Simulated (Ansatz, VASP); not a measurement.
# Two plane-wave programs on Be

```xyz
1
Lattice="-1.4062 1.4062 1.4062 1.4062 -1.4062 1.4062 1.4062 1.4062 -1.4062" Properties=species:S:1:pos:R:3 pbc="T T T"
Be    0.0000    0.0000    0.0000
```

Alike in both runs: task relaxation of cell and atoms; functional PBE; k mesh 20 × 20 × 20; occupations fermi-dirac, width 0.05 eV; no spin polarisation.

|  | VASP | Ansatz |
| --- | --- | --- |
| version | VASP 6.6.1 | Ansatz 0.2.0 |
| potentials or method | VASP PAW PBE potentials, release 64 (Be) | PAW with Ansatz's earlier generated frozen-core files (soft_1), scalar-relativistic |
| plane-wave cutoff (eV) | 600 | 420 |
| valence electrons in the cell | 2 | 2 |

VASP gave:

* relaxed volume (Å³/atom): 7.82
* relaxed cell length with the largest relative difference (Å): 2.166
* energy change over the relaxation (meV/atom): -313

Problem. Estimate Ansatz's values.

Solution. Relaxed volume (Å³/atom): 7.81; relaxed cell length with the largest relative difference (Å): 2.165; energy change over the relaxation (meV/atom): -315.

Caveats: the volume moved by over 15 % at a fixed basis, so the end points are rough (VASP).
